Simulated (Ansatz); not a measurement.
# BN: holes, doping and thermopower

Plane-wave DFT in Ansatz, PBE+D3(BJ), scalar-relativistic PAW potentials, cutoff 420 eV, no spin-orbit coupling; no spin polarisation. BN in space group R3m, which needn't be the usual phase of this composition. Boltzmann transport at 300 K in rigid bands with one relaxation time, bands interpolated from the k mesh 12×12×12; values are means over x, y, z.

```csv
holes (cm⁻³),size of S (μV/K),σ/τ (Ω⁻¹ m⁻¹ s⁻¹)
10^18,697.2,2.99e+16
10^19,?,2.99e+17
10^20,300.7,2.98e+18
10^21,109.4,2.94e+19
```

Problem. Take the lowest doping as non-degenerate: get the effective density of states and the masses, and predict the missing S.

Solution. For parabolic bands and one τ, |S| = (k_B/e)(5/2 − η) with k_B/e = 86.17 μV/K and n = N e^η. The first row gives η = -5.59, N = 26.81×10¹⁹ cm⁻³ and, from N = 2.509×10¹⁹ cm⁻³ × m_d^(3/2), a density-of-states mass of 4.85 mₑ (all valleys and bands together). σ/τ = ne²/m_c gives a conductivity mass of 0.94 mₑ; m_d is 5.1 times m_c, the sign of several valleys, several bands or anisotropy. A decade of doping costs (k_B/e) ln 10 = 198.4 μV/K, which predicts 499 μV/K; the run gave 498.8. The gas is still far from degenerate, so the rule holds. At 10^21 cm⁻³ the rule would give 102 μV/K against 109.4. Scattering that depends on energy changes the 5/2, and whether such doping can be reached wasn't computed.

Cost: about 2.5 core-minutes for the runs cited, on Arm Neoverse V2 (shared hosts).